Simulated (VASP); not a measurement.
The system is AlP.

```
CELL_PARAMETERS angstrom
0.00000 2.72550 2.72550
2.72550 0.00000 2.72550
2.72550 2.72550 0.00000
ATOMIC_POSITIONS crystal
Al 0.00000 0.00000 0.00000
P 0.25000 0.25000 0.25000
```

- Program: VASP 6.6.1
- Task: relaxation of cell and atoms
- Functional: PBE
- Potentials or basis: VASP PAW PBE potentials, release 64 (Al, P)
- Cutoff: 600 eV
- k mesh: 8 × 8 × 8
- Occupations: gaussian, width 0.02 eV
- Spin: no spin polarisation

At the start: pressure 2.6 GPa; volume 20.25 Å³/atom.

Task: Where does the relaxation end?

Result: Over 3 steps the energy falls by 5.0 meV/atom and the volume is 20.86 Å³/atom (+3.0 %); space group F-43m (No. 216, to 0.05 Å).

Step by step:
```tsv
step	energy change (eV)	largest force (eV/Å)	pressure (GPa)	volume (Å³)
1	0.0000	0.0000	2.65	40.49
2	-0.0065	0.0000	-1.42	42.49
3	-0.0099	0.0000	0.02	41.72
```

Final structure:
```
Al P
1.0
     0.00000    2.75288    2.75288
     2.75288    0.00000    2.75288
     2.75288    2.75288    0.00000
Al P
1 1
Direct
  0.00000 0.00000 0.00000
  0.25000 0.25000 0.25000
```
